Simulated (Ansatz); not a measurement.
Write the native input for Ansatz 0.2.0 that does the following.

```yaml
Task: relaxation of cell and atoms
Functional: PBE
Potentials_or_basis: Ansatz PAW
Cutoff: "420 eV (not typed: the program's choice for these potentials)"
k_mesh: 11 × 11 × 11
Occupations: fermi-dirac, width 0.05 eV
Spin: no spin polarisation
```

CuAu:

```
CELL_PARAMETERS angstrom
1.44306 0.83315 4.25617
-1.44306 0.83315 4.25617
0.00000 -1.66630 4.25617
ATOMIC_POSITIONS crystal
Au 0.00000 0.00000 0.00000
Cu 0.50000 0.50000 0.50000
```

The cell comes from a database or a generator and needn't be the stable form of this composition.

The input as run:

input.yaml

```yaml
crystal:
  lattice:
    - [1.4430568479, 0.8331492596, 4.2561707609]
    - [-1.4430568479, 0.8331492596, 4.2561707609]
    - [0.0, -1.6662985192, 4.2561707609]
  atoms:
    - { symbol: Au, position: [0.0, 0.0, 0.0] }
    - { symbol: Cu, position: [0.5, 0.5, 0.5] }
hamiltonian:
  xc: pbe
  pseudopotentials: { kind: paw }
kpoints:
  mp_grid: { grid: [11, 11, 11] }
scf:
  occupations: { method: fermi_dirac, width: 0.05 }
output:
  forces: true
  stress: true
  eigenvalues: true
relax:
  f_tol: 0.01
  max_steps: 40
  cell: { stress_tol: 0.05 }
```

Potentials or basis: Ansatz PAW.

Command:

```console
$ ansatz run input.yaml --threads 2 --pin off --max-ram 5632MiB --backend cpu --events-out ev --progress --plain --runs-dir out
```

It gave:

| Property | Result |
| --- | --- |
| Relaxed volume | 15.28 Å³/atom |
| Relaxed cell | a = 4.664 Å, b = 4.664 Å, c = 4.664 Å, α = 35.49°, β = 35.49°, γ = 35.49° |
| Space group after relaxing (to 0.05 Å) | R-3m (No. 166) |
| Energy gained by relaxing | 3.2 meV/atom |
| Ionic steps | 6 |
| Pressure after relaxing | 0.0 GPa |
| Band gap on the k mesh | none (metal or under the smearing width) |

Caveat: the plane-wave basis is chosen anew once the cell has moved, so the energies of steps on either side of that aren't comparable.

It took 24 s on 2 threads of Arm Neoverse V1 (shared host), peak memory 0.4 GiB.
